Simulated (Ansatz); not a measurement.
# CsPbBr3 (Pm-3m) in Ansatz: reference runs

How does CsPbBr3 come out in PBEsol? The cell is run as given and disturbed.

Everything below comes from runs of Ansatz 0.2.0. Logs are shortened: lines on timing, memory, paths and dates and some standing lists are left out, and cuts for length are marked.

**1. The crystal as given**

Symmetry: Pm-3m, No. 221, cubic system. The conventional cell has a = 5.870 Å, b = 5.870 Å, c = 5.870 Å, α = 90.00°, β = 90.00°, γ = 90.00°. Pb (site symmetry m-3m) has 6 Br at 2.94 Å as nearest neighbours. Cs (site symmetry m-3m) is surrounded by 12 Br at 4.15 Å. Br (site symmetry 4/mmm) has 2 Pb at 2.94 Å as nearest neighbours.

Measurements of this composition are mostly on another form, of space group No. 62.

**2. Single point, PBEsol**

Input file input.yaml:

```yaml
crystal:
  lattice:
    - [5.87, 0.0, 0.0]
    - [0.0, 5.87, 0.0]
    - [0.0, 0.0, 5.87]
  atoms:
    - { symbol: Pb, position: [0.5, 0.5, 0.5] }
    - { symbol: Cs, position: [0.0, 0.0, 0.0] }
    - { symbol: Br, position: [0.5, 0.5, 0.0] }
    - { symbol: Br, position: [0.5, 0.0, 0.5] }
    - { symbol: Br, position: [0.0, 0.5, 0.5] }
kpoints:
  mp_grid: { grid: [5, 5, 5] }
scf:
  occupations: { method: fermi_dirac, width: 0.05 }
hamiltonian:
  xc: pbesol
  pseudopotentials: { kind: all_electron, lapw: { basis_error: 0.001 } }
output:
  forces: true
  stress: true
  eigenvalues: true
  populations: true
```

Potentials or basis: all-electron LAPW, scalar-relativistic.

Started as:

```bash
$ ansatz run input.yaml --threads 4 --pin off --max-ram 12288MiB --backend cpu --events-out ev --progress --plain --runs-dir out
```

Log:

```text
Warning: RAYON_NUM_THREADS=4 ignored (pool sized by the plan → 4); use --threads N
Pb: projections on atomic orbitals take those of the free atom 1s2 2s2 2p6 3s2 3p6 3d10 4s2 4p6 4d10 4f14 5s2 5p6 5d10 6s2 6p2, of charge +0.00 (hamiltonian.pseudopotentials.projection_atoms)
Cs: projections on atomic orbitals take those of the free atom 1s2 2s2 2p6 3s2 3p6 3d10 4s2 4p6 4d10 5s2 5p6 6s1, of charge +0.00 (hamiltonian.pseudopotentials.projection_atoms)
Br: projections on atomic orbitals take those of the free atom 1s2 2s2 2p6 3s2 3p6 3d10 4s2 4p5, of charge +0.00 (hamiltonian.pseudopotentials.projection_atoms)
LAPW: plane waves up to 7.343 Å⁻¹, error target 1.0e-3 eV per atom; small_component_spin mean_spin; Br in spheres of 1.372 Å, 25 of its electrons in bands, Dirac shells []; Cs in spheres of 1.563 Å, 27 of its electrons in bands, Dirac shells []; Pb in spheres of 1.563 Å, 36 of its electrons in bands, Dirac shells [] (how accurate: hamiltonian.pseudopotentials.lapw.basis_error, Limitations)
Engine: ansatz 0.2.0, aarch64-unknown-linux-gnu
Pseudopotentials: kind: all_electron
Pseudopotential: Pb, LAPW, valence charge 36, lapw/all_electron/scalar/gaussian/Pb, Koelling and Harmon's equation, gaussian nucleus
Pseudopotential: Cs, LAPW, valence charge 27, lapw/all_electron/scalar/gaussian/Cs, Koelling and Harmon's equation, gaussian nucleus
Pseudopotential: Br, LAPW, valence charge 25, lapw/all_electron/scalar/gaussian/Br, Koelling and Harmon's equation, gaussian nucleus
Functional definition: PBEsol
  exchange = pbesol_x
  correlation = pbesol_c
Crystal: 5 atoms, lattice volume = 202.262 Å³
Basis set: ecut = 205.4461291215174 eV, 1357 PW (Γ), exchange–correlation at level 2
Bands: 83, of which v1, the nominal top of the filled ones, is band 69 counted from 1 (68 counted from 0)
Symmetry: 48 space group operations
Space group: Pm-3m (ITA 221), of the structure as read, at distance tolerance 5.9e-5 Å
k-points: 10 of 125
Non-local potential: Pb, projectors of the file, none
Non-local potential: Cs, projectors of the file, none
Non-local potential: Br, projectors of the file, none
Initial density: superposition of atomic densities (chi_scale 0.1, normalization cell, long waves kept (reshape's long-wave potential 0.01 eV rms))
Initial wavefunctions: plane waves of lowest kinetic energy (no species holds an atomic orbital)
Functional: x = pbesol(κ = 0.804, μ = 0.12345679012345678), c = pbesol(β = 0.046)
iter 1 solved again at ethr=9.40e-4 eV; its pass at ethr=1.00e-1 eV (dr2=1.30e0 eV) is discarded
SCF iter   1: F=—  HF=-992357.993951 eV  |F-HF|=—  |Δ(HF+E_count)|=         —  Δρ=1.54e-2  dr2=1.30e0  ethr=9.40e-4  ⟨swp⟩=2.1  Hψ=5077  notcnv=0
preconditioner: auto → Resta (q_TF=auto, 2.560 Å⁻¹)  ε∞=2.3  [insulator: Δε(μ)=2.812 eV  Ē_g=14.947 eV  σ=0.050 eV  W_gap=1.00  n_scr=56 (ndim 8)  ℏωp=17.3 eV  f_vac=0.339  D(μ)=0.00/eV (n_scr^D=0)  ε∞_Penn≈2.3]
SCF iter   2: F=—  HF=-992357.515681 eV  |F-HF|=—  |Δ(HF+E_count)|=   4.78e-1  Δρ=6.19e-3  dr2=2.14e-1  ethr=9.39e-4  ⟨swp⟩=2.2  Hψ=2622  notcnv=0  defer=1
SCF iter   3: F=—  HF=-992357.488626 eV  |F-HF|=—  |Δ(HF+E_count)|=   2.71e-2  Δρ=2.89e-3  dr2=4.62e-2  ethr=1.55e-4  ⟨swp⟩=2.0  Hψ=2620  notcnv=0
iter 4 solved again at ethr=8.03e-7 eV; its pass at ethr=3.34e-5 eV (dr2=1.11e-3 eV) is discarded
SCF iter   4: F=—  HF=-992357.493756 eV  |F-HF|=—  |Δ(HF+E_count)|=         —  Δρ=6.07e-4  dr2=1.11e-3  ethr=8.03e-7  ⟨swp⟩=2.0  Hψ=4306  notcnv=0
the basis was enlarged: its passes take 172.5 KiB over the memory plan, 4 of 4 planned eigensolver slots
SCF iter   5: F=—  HF=-992357.493338 eV  |F-HF|=—  |Δ(HF+E_count)|=   4.18e-4  Δρ=1.90e-4  dr2=1.43e-4  ethr=8.03e-7  ⟨swp⟩=3.0  Hψ=2625  notcnv=0
SCF iter   6: F=—  HF=-992357.493519 eV  |F-HF|=—  |Δ(HF+E_count)|=   1.80e-4  Δρ=6.41e-5  dr2=2.07e-5  ethr=1.04e-7  ⟨swp⟩=3.0  Hψ=2604  notcnv=0
SCF iter   7: F=—  HF=-992357.493532 eV  |F-HF|=—  |Δ(HF+E_count)|=   1.31e-5  Δρ=3.19e-5  dr2=4.23e-6  ethr=1.50e-8  ⟨swp⟩=3.0  Hψ=2597  notcnv=0
SCF iter   8: F=—  HF=-992357.493541 eV  |F-HF|=—  |Δ(HF+E_count)|=   9.59e-6  Δρ=7.32e-6  dr2=2.38e-7  ethr=3.06e-9  ⟨swp⟩=3.0  Hψ=2610  notcnv=0
SCF iter   9: F=-992357.493542 eV  HF=-992357.493542 eV  |F-HF|=7.57e-8  |Δ(HF+E_count)|=   5.96e-7  Δρ=2.58e-6  dr2=2.14e-8  ethr=1.73e-10  ⟨swp⟩=3.0  Hψ=2614  notcnv=0
SCF 1 converged in 9 iterations: F = -992357.493542 eV  dr2 = 2.14e-8
SCF converged after 9 iterations
Free energy (F): -992357.493542 eV
Harris-Foulkes:  -992357.493542 eV  (|F-HF|=7.57e-8)
Internal energy: -992357.493542 eV  (E = F + TS)
E sigma→0 (E₀):  -992357.493542 eV
Fermi energy:    6.593732 eV
--- Per-component energies (eV) ---
  E_band       = -10398.428650
  E_kinetic    = 1097839.919666
  E_xc         = -22974.567497
  E_electrostatic = -2067222.845711  (all electrons and nuclei)
  E_smearing   = -0.000000  (= −TS)
  E_closure    = 0.000000  (closes the sum)
  E_atoms      = -992340.753840  (free atoms, spherical and without spin; not in F)
  Σ components = -992357.493542   (vs F -992357.493542, Δ=0.00e0)
  Basis errors (estimates in eV, not in F): energy 4.6e-4 per atom: plane waves 4.3e-4 (2.4e-4 summed), levels above the bands 3.3e-69, relativity 4.4e-8, radial functions 2.4e-5, core shells 4.6e-8; eigenvalues (radial functions only) 1.2e-5; not estimated: angular momenta, meshes, grids; target (lapw.basis_error) 1.0e-3; muffin-tin radii Br 1.372 Å, Cs 1.563 Å, Pb 1.563 Å
--- Forces (eV/Å), atoms counted from 1 ---
  atom   1  Pb    -0.00000000    -0.00000000    -0.00000000
  atom   2  Cs     0.00000000     0.00000000     0.00000000
  atom   3  Br     0.00000000    -0.00000000    -0.00000000
  atom   4  Br     0.00000000    -0.00000000    -0.00000000
  atom   5  Br     0.00000000    -0.00000000     0.00000000
  max |Σ_I F_I| component: 6.80e-30 eV/Å
--- Stress (GPa, compression-positive) ---
       -0.033516       0.000000       0.000000
        0.000000      -0.033516       0.000000
        0.000000       0.000000      -0.033516
  P = ⅓ Tr σ = -0.0335 GPa (-0.335 kbar)
--- Band table (eV; the first three rows and the last of 10) ---
  k-point 0: bands = ["-225.2681", "-225.2681", "-225.2681", "-208.5918", "-160.9533", "-160.9533", "-160.9533", "-160.8591", "-160.8591", "-160.8591", "-160.8591", "-160.8591", "-160.8591", "-149.2168", "-149.2168", "-149.2168", "-133.3885", "-122.4336", "-122.4309", "-122.4309", "-122.4309", "-122.4287", "-122.4287", "-122.4287", "-75.1831", "-75.1831", "-75.1831", "-62.8778", "-62.8778", "-62.8776", "-62.8776", "-62.8776", "-54.4661", "-54.4661", "-54.4661", "-54.4402", "-54.4402", "-54.4402", "-54.4401", "-54.4401", "-54.4401", "-54.3685", "-54.3685", "-54.3685", "-54.3682", "-54.3682", "-54.3682", "-15.4739", "-10.8552", "-10.8552", "-10.6822", "-10.6822", "-10.6822", "-8.8722", "-8.1378", "-8.1378", "-2.2473", "-2.2473", "-2.2473", "-1.0342", "1.5906", "1.5906", "1.5906", "3.8009", "3.8009", "3.8009", "3.9209", "3.9209", "3.9209", "8.8562", "9.9972", "9.9972", "10.7404", "10.7404", "10.7404", "11.9331", "11.9331", "11.9331", "13.5728", "13.5728", "13.5728", "15.6547", "15.6547"]
  k-point 1: bands = ["-225.2681", "-225.2681", "-225.2681", "-208.5918", "-160.9533", "-160.9533", "-160.9533", "-160.8591", "-160.8591", "-160.8591", "-160.8591", "-160.8591", "-160.8591", "-149.2168", "-149.2168", "-149.2168", "-133.3885", "-122.4336", "-122.4309", "-122.4309", "-122.4309", "-122.4287", "-122.4287", "-122.4287", "-75.1831", "-75.1831", "-75.1831", "-62.8778", "-62.8778", "-62.8776", "-62.8776", "-62.8776", "-54.4661", "-54.4661", "-54.4661", "-54.4402", "-54.4402", "-54.4402", "-54.4401", "-54.4401", "-54.4401", "-54.3685", "-54.3685", "-54.3685", "-54.3682", "-54.3682", "-54.3682", "-15.4735", "-10.8551", "-10.8324", "-10.6826", "-10.6826", "-10.6822", "-8.8275", "-8.2240", "-8.1372", "-2.2431", "-2.2427", "-2.2427", "-1.3711", "1.6216", "1.6216", "2.2720", "3.7533", "3.7550", "3.7550", "3.8775", "3.8775", "3.9124", "9.2444", "10.2284", "10.2994", "10.7485", "10.8739", "10.9609", "10.9609", "11.8778", "11.8778", "13.0472", "13.7294", "13.7294", "14.5140", "15.2732"]
  k-point 2: bands = ["-225.2681", "-225.2681", "-225.2681", "-208.5918", "-160.9533", "-160.9533", "-160.9533", "-160.8591", "-160.8591", "-160.8591", "-160.8591", "-160.8591", "-160.8591", "-149.2168", "-149.2168", "-149.2168", "-133.3885", "-122.4336", "-122.4309", "-122.4309", "-122.4309", "-122.4287", "-122.4287", "-122.4287", "-75.1831", "-75.1831", "-75.1831", "-62.8778", "-62.8778", "-62.8776", "-62.8776", "-62.8776", "-54.4661", "-54.4661", "-54.4661", "-54.4402", "-54.4402", "-54.4402", "-54.4401", "-54.4401", "-54.4401", "-54.3685", "-54.3685", "-54.3685", "-54.3682", "-54.3682", "-54.3682", "-15.4729", "-10.8551", "-10.7946", "-10.6832", "-10.6832", "-10.6822", "-8.7006", "-8.4192", "-8.1362", "-2.2364", "-2.2352", "-2.2352", "-1.7473", "1.6748", "1.6748", "3.0604", "3.6676", "3.6676", "3.6797", "3.8197", "3.8197", "4.3321", "8.8414", "10.1339", "10.7745", "10.9088", "11.2057", "11.2057", "11.2160", "12.2357", "12.2357", "12.2783", "12.9593", "13.3036", "13.3036", "14.1992"]
  k-point 9: bands = ["-225.2681", "-225.2681", "-225.2681", "-208.5918", "-160.9533", "-160.9533", "-160.9533", "-160.8591", "-160.8591", "-160.8591", "-160.8591", "-160.8591", "-160.8591", "-149.2168", "-149.2168", "-149.2168", "-133.3885", "-122.4336", "-122.4309", "-122.4309", "-122.4309", "-122.4287", "-122.4287", "-122.4287", "-75.1831", "-75.1831", "-75.1831", "-62.8778", "-62.8778", "-62.8776", "-62.8776", "-62.8776", "-54.4661", "-54.4661", "-54.4661", "-54.4402", "-54.4401", "-54.4401", "-54.4401", "-54.4401", "-54.4401", "-54.3685", "-54.3685", "-54.3685", "-54.3682", "-54.3682", "-54.3682", "-15.4713", "-10.7582", "-10.7582", "-10.6841", "-10.6841", "-10.6841", "-8.5195", "-8.4435", "-8.4435", "-2.9145", "-2.2762", "-2.2762", "-2.2675", "3.0454", "3.1123", "3.1123", "3.4207", "3.4207", "4.2037", "4.2037", "4.2444", "5.3250", "7.8979", "7.8979", "8.0804", "10.5359", "11.2282", "11.2282", "11.2347", "12.2279", "12.2279", "13.4371", "13.6872", "13.6872", "14.1632", "14.1632"]
--- Löwdin populations: 5 sites ---
  site symbol       q [e]
     0     Pb     81.5146
     1     Cs     54.2076
     2     Br     35.3844
     3     Br     35.3844
     4     Br     35.3844
  spilling = 0.000515 (of n_electrons = 242.000000)
```

Wall time 11 s (4 threads of Arm Neoverse V1, shared host); peak memory 0.62 GiB.

Results:

| Item | Value |
| --- | --- |
| Free energy | -992357.4935 eV |
| Pressure | 0.0 GPa |
| Band gap on the k mesh | 2.57 eV, direct |
| Loewdin charges | Pb +0.49; Cs +0.79; Br -0.38 e |

Caveat: spin-orbit coupling is left out, which as a rule narrows the gap of such compounds by several tenths of an eV; an odd mesh through Γ misses points on the zone boundary, where band edges often lie.

**3. Single point, PBEsol (atoms moved at random, drawn with an rms of 0.05 Å)**

Input file input.yaml:

```yaml
crystal:
  lattice:
    - [5.87, 0.0, 0.0]
    - [0.0, 5.87, 0.0]
    - [0.0, 0.0, 5.87]
  atoms:
    - { symbol: Pb, position: [0.496429, 0.4935, 0.49965] }
    - { symbol: Cs, position: [-0.00335, -0.000974, -0.005618] }
    - { symbol: Br, position: [0.50649, 0.508899, -0.011428] }
    - { symbol: Br, position: [0.504061, 0.003109, 0.504014] }
    - { symbol: Br, position: [0.006189, 0.491299, 0.494113] }
kpoints:
  mp_grid: { grid: [5, 5, 5] }
scf:
  occupations: { method: fermi_dirac, width: 0.05 }
hamiltonian:
  xc: pbesol
  pseudopotentials: { kind: all_electron, lapw: { basis_error: 0.001 } }
output:
  forces: true
  stress: true
  eigenvalues: true
  populations: true
```

Potentials or basis: all-electron LAPW, scalar-relativistic.

Started as:

```bash
$ ansatz run input.yaml --threads 4 --pin off --max-ram 12288MiB --backend cpu --events-out ev --progress --plain --runs-dir out
```

Wall time 2 min (4 threads of Arm Neoverse V1, shared host); peak memory 1.3 GiB.

It converged, with:

- Free energy: -992357.4819 eV
- Pressure: 0.0 GPa
- Largest force: 0.213 eV/Å
- Band gap on the k mesh: 2.51 eV, direct
- Loewdin charges: Pb +0.48; Cs +0.79; Br -0.38 e

Forces on the atoms (eV/Å):
```
Pb   0.120  0.119 -0.130
Cs  -0.007 -0.003 -0.006
Br   0.002 -0.003  0.156
Br   0.003 -0.118 -0.012
Br  -0.118  0.005 -0.007
```

Levels at points of the mesh, in eV from the valence-band top:
```
           k point  band 65  band 66  band 67  band 68  band 69  band 70  band 71  band 72  band 73  band 74
(0.00, 0.00, 0.00)    -1.54    -1.54    -1.42    -1.42    -1.41     3.52     4.66     4.66     5.38     5.40
```

Caveat: spin-orbit coupling is left out, which as a rule narrows the gap of such compounds by several tenths of an eV; an odd mesh through Γ misses points on the zone boundary, where band edges often lie.
